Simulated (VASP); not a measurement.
# CaSe (Fm-3m) in VASP: notebook

Runs on CaSe. Level: PBEsol. Tasks: single point.

Program: VASP 6.6.1. These are calculated values, not measurements. Logs are shortened: lines on timing, memory, paths and dates and some standing lists are left out, and cuts for length are marked.

**Measured values to compare with.**

From a printed reference work, monograph, original work of 1988, for a bulk crystal of CaSe at 2 K: band gap 3.85 eV (indirect).

How close the calculation comes is told below.

## (1) The cell of the first run

It takes space group Fm-3m (No. 225, cubic). The conventional cell has a = 5.912 Å, b = 5.912 Å, c = 5.912 Å, α = 90.00°, β = 90.00°, γ = 90.00°. Within 3.9 Å of Ca (site symmetry m-3m) lie 6 Se at 2.96 Å. Within 3.9 Å of Se (site symmetry m-3m) lie 6 Ca at 2.96 Å.

## (2) Single point, PBEsol

The input, INCAR:

```
SYSTEM = CaSe
PREC     = Accurate       ! precision mode
ENCUT    = 520            ! plane-wave cutoff, eV
EDIFF    = 1E-6           ! SCF threshold, eV
ISMEAR   = 0              ! smearing method
SIGMA    = 0.05           ! smearing width, eV
LREAL    = .False.        ! projectors in reciprocal space
LASPH    = .True.         ! aspherical terms in the spheres
NELM     = 60             ! most SCF steps
ALGO     = Normal         ! electronic algorithm
ISIF     = 2              ! what is computed and relaxed
LWAVE    = .False.        ! write WAVECAR
LCHARG   = .False.        ! write CHGCAR
GGA      = PS             ! functional
NBANDS   = 15             ! bands
```

The input, KPOINTS:

```
Automatic mesh
0
Gamma
  8 8 8
  0 0 0
```

The input, POSCAR:

```
CaSe
1.0
    0.0000000000      2.9560000000      2.9560000000
    2.9560000000      0.0000000000      2.9560000000
    2.9560000000      2.9560000000      0.0000000000
Ca Se
1 1
Direct
    0.0000000000      0.0000000000      0.0000000000
    0.5000000000      0.5000000000      0.5000000000
```

Potentials or basis: VASP PAW PBE potentials, release 64 (Ca_sv, Se).

Launch:

```
$ cat potpaw_PBE.64/Ca_sv/POTCAR potpaw_PBE.64/Se/POTCAR > POTCAR
$ mpirun -np 1 vasp_std > vasp.out
```

OUTCAR:

```text
SYSTEM = CaSe
   PREC = Accurate
   ENCUT = 520
   EDIFF = 1E-6
   ISMEAR = 0
   LREAL = .False.
   LASPH = .True.
   NELM = 60
   ISIF = 2
   GGA = PS

 ion  position               nearest neighbor table
   1  0.000  0.000  0.000-   2 2.96   2 2.96   2 2.96   2 2.96   2 2.96   2 2.96
   2  0.500  0.500  0.500-   1 2.96   1 2.96   1 2.96   1 2.96   1 2.96   1 2.96

  LATTYP: Found a face centered cubic cell.
 ALAT       =     5.9120000000

  Lattice vectors:

 A1 = (   0.0000000000,   2.9560000000,   2.9560000000)
 A2 = (   2.9560000000,   0.0000000000,   2.9560000000)
 A3 = (   2.9560000000,   2.9560000000,   0.0000000000)

Analysis of symmetry for initial positions (statically):
=====================================================================
 Subroutine PRICEL returns:
 Original cell was already a primitive cell.

 Routine SETGRP: Setting up the symmetry group for a
 face centered cubic supercell.

 Subroutine GETGRP returns: Found 48 space group operations
 (whereof 48 operations were pure point group operations)
 out of a pool of 48 trial point group operations.

The static configuration has the point symmetry O_h .

Analysis of symmetry for dynamics (positions and initial velocities):
=====================================================================
 Subroutine PRICEL returns:
 Original cell was already a primitive cell.

 Routine SETGRP: Setting up the symmetry group for a
 face centered cubic supercell.

 Subroutine GETGRP returns: Found 48 space group operations
 (whereof 48 operations were pure point group operations)
 out of a pool of 48 trial point group operations.

The dynamic configuration has the point symmetry O_h .

 Subroutine INISYM returns: Found 48 space group operations
 (whereof 48 operations are pure point group operations),
 and found     1 'primitive' translations

----------------------------------------------------------------------------------------

                                     Primitive cell

  volume of cell :      51.6587

  direct lattice vectors                    reciprocal lattice vectors
     0.000000000  2.956000000  2.956000000    -0.169147497  0.169147497  0.169147497
     2.956000000  0.000000000  2.956000000     0.169147497 -0.169147497  0.169147497
     2.956000000  2.956000000  0.000000000     0.169147497  0.169147497 -0.169147497

  length of vectors
     4.180415290  4.180415290  4.180415290     0.292972058  0.292972058  0.292972058

  position of ions in fractional coordinates (direct lattice)
     0.000000000  0.000000000  0.000000000
     0.500000000  0.500000000  0.500000000

  ion indices of the primitive-cell ions
   primitive index   ion index
                 1           1
                 2           2

----------------------------------------------------------------------------------------
[... 87 lines left out ...]
   IALGO  =     38    algorithm
   IMIX   =      4    mixing-type and parameters
     AMIX     =   0.40;   BMIX     =  1.00
     AMIX_MAG =   1.60;   BMIX_MAG =  1.00
  volume/ion in A,a.u.               =      25.83       174.30
  Fermi-wavevector in a.u.,A,eV,Ry     =   1.107645  2.093145 16.692666  1.226876
  Thomas-Fermi vector in A             =   2.244161
   LORBIT       =      0    0 simple, 1 ext, 2 COOP (PROOUT), +10 PAW based schemes
   GGA     = PS    functional components
   LHFCALC =     F    Hartree Fock is set to
   AEXX    =    0.0000 exact exchange contribution
   IVDW    =     0    specifies the selected vdW correction
   LEPSILON=     F    determine dielectric tensor
   LRPA    =     F    only Hartree local field effects (RPA)
 non-spin polarized calculation
 Gauss-broadening in eV      SIGMA  =   0.05
  energy-cutoff  :      520.00
  volume of cell :       51.66
 maximum number of plane-waves:      1411
   NGX = 15   NGY = 15   NGZ = 15

 number of electron      15.9999998 magnetization

 Free energy of the ion-electron system (eV)
  ---------------------------------------------------
  ext. energy  EPLUGINS =         0.00000000
  ---------------------------------------------------
  free energy    TOTEN  =       -10.07167887 eV

  energy without entropy =      -10.07167887  energy(sigma->0) =      -10.07167887

 E-fermi :   2.6888     XC(G=0):  -9.3340

 val. band max:        2.3539204635   @ k =   0.0000   0.0000   0.0000
 cond. band min:       4.2769899283   @ k =   0.5000   0.5000   0.0000
 fundamental gap:      1.9230694647
 Fermi energy:         2.6888413974

 k-point     1 :       0.0000    0.0000    0.0000
  band No.  band energies     occupation
      1     -37.1812      2.00000
      2     -18.2561      2.00000
      3     -18.2561      2.00000
      4     -18.2561      2.00000
      5      -9.4767      2.00000
      6       2.3539      2.00000
      7       2.3539      2.00000
      8       2.3539      2.00000
      9       5.5451      0.00000
     10       6.0021      0.00000
     11       6.0021      0.00000
     12       6.0021      0.00000
     13       6.6051      0.00000
     14       6.6051      0.00000
[... 401 lines left out ...]
      2     -18.3537      2.00000
      3     -18.2905      2.00000
      4     -18.2737      2.00000
      5      -8.7809      2.00000
      6      -0.5289      2.00000
      7       0.6943      2.00000
      8       1.0970      2.00000
      9       6.7621      0.00000
     10       7.0614      0.00000
     11       8.0665      0.00000
     12       8.3307      0.00000
     13       8.6864      0.00000
     14       9.5446      0.00000
     15      10.9430      0.00000

 [... further k-points ...]

------------------------ aborting loop because EDIFF is reached ----------------------------------------

  FORCE on cell =-STRESS in cart. coord.  units (eV):
  Direction    XX          YY          ZZ          XY          YZ          ZX
  --------------------------------------------------------------------------------------
  -------------------------------------------------------------------------------------
  Total       -0.2951275     -0.2951275     -0.2951275      0.0000000      0.0000000      0.0000000
  in kB       -9.1532838     -9.1532838     -9.1532838      0.0000000      0.0000000      0.0000000
  external PRESSURE =      -9.1532838 kB  Pullay stress =       0.0000000 kB

 VOLUME and BASIS-vectors are now :
 -----------------------------------------------------------------------------
  energy-cutoff  :      520.00
  volume of cell :       51.66
      direct lattice vectors                 reciprocal lattice vectors
     0.000000000  2.956000000  2.956000000    -0.169147497  0.169147497  0.169147497
     2.956000000  0.000000000  2.956000000     0.169147497 -0.169147497  0.169147497
     2.956000000  2.956000000  0.000000000     0.169147497  0.169147497 -0.169147497

 POSITION                                       TOTAL-FORCE (eV/Angst)
 -----------------------------------------------------------------------------------
      0.00000      0.00000      0.00000         0.000000     -0.000000     -0.000000
      2.95600      2.95600      2.95600        -0.000000      0.000000      0.000000
 -----------------------------------------------------------------------------------
    total drift:                                0.000000     -0.000000     -0.000000

  FREE ENERGIE OF THE ION-ELECTRON SYSTEM (eV)
  ---------------------------------------------------
  free  energy   TOTEN  =       -10.0716788736 eV

  energy  without entropy=      -10.0716788736  energy(sigma->0) =      -10.07167887
```

OSZICAR:

```text
N       E                     dE             d eps       ncg     rms          rms(c)
DAV:   1     0.105910656168E+03    0.10591E+03   -0.74389E+03   870   0.981E+02
DAV:   2    -0.581654465811E+01   -0.11173E+03   -0.10599E+03  1073   0.243E+02
DAV:   3    -0.100491149625E+02   -0.42326E+01   -0.41964E+01  1183   0.455E+01
DAV:   4    -0.102208163901E+02   -0.17170E+00   -0.17162E+00  1191   0.780E+00
DAV:   5    -0.102217509568E+02   -0.93457E-03   -0.93443E-03  1175   0.640E-01    0.427E+00
DAV:   6    -0.100860350273E+02    0.13572E+00   -0.16473E-01  1024   0.227E+00    0.250E+00
DAV:   7    -0.100707616977E+02    0.15273E-01   -0.81279E-02  1127   0.189E+00    0.743E-01
DAV:   8    -0.100715851816E+02   -0.82348E-03   -0.99607E-03   912   0.764E-01    0.106E-01
DAV:   9    -0.100716307696E+02   -0.45588E-04   -0.54711E-04  1145   0.231E-01    0.427E-02
DAV:  10    -0.100716757820E+02   -0.45012E-04   -0.12892E-04   989   0.742E-02    0.129E-02
DAV:  11    -0.100716795854E+02   -0.38035E-05   -0.15304E-05  1101   0.357E-02    0.836E-03
DAV:  12    -0.100716788736E+02    0.71176E-06   -0.15623E-06   859   0.801E-03
   1 F= -.10071679E+02 E0= -.10071679E+02  d E =-.539460E-23
```

stdout:

```text
POSCAR found type information on POSCAR CaSe
 POSCAR found :  2 types and       2 ions
 scaLAPACK will be used
 -----------------------------------------------------------------------------
|                                                                             |
|                                                                             |
|     You enforced a specific xc type in the INCAR file but a different       |
|     I HOPE YOU KNOW WHAT YOU ARE DOING!                                     |
|                                                                             |
 -----------------------------------------------------------------------------

 LDA part: xc-table for (Slater+PW92), standard interpolation
 POSCAR, INCAR and KPOINTS ok, starting setup
 FFT: planning ... GRIDC
 FFT: planning ... GRID_SOFT
 FFT: planning ... GRID
 WAVECAR not read
 entering main loop
```

It took 23 s on 1 thread of Intel Xeon 8259CL, shared host; peak memory 0.18 GiB.

What came out:

```yaml
Free_energy: -10.0717 eV
Pressure: -0.9 GPa
Band_gap_on_the_k_mesh: 1.92 eV (least direct gap 2.87 eV)
```

Caveat: the PAW data sets were made with another functional, which shifts forces and pressure a little.

(Part 1 of 2 ends here.)
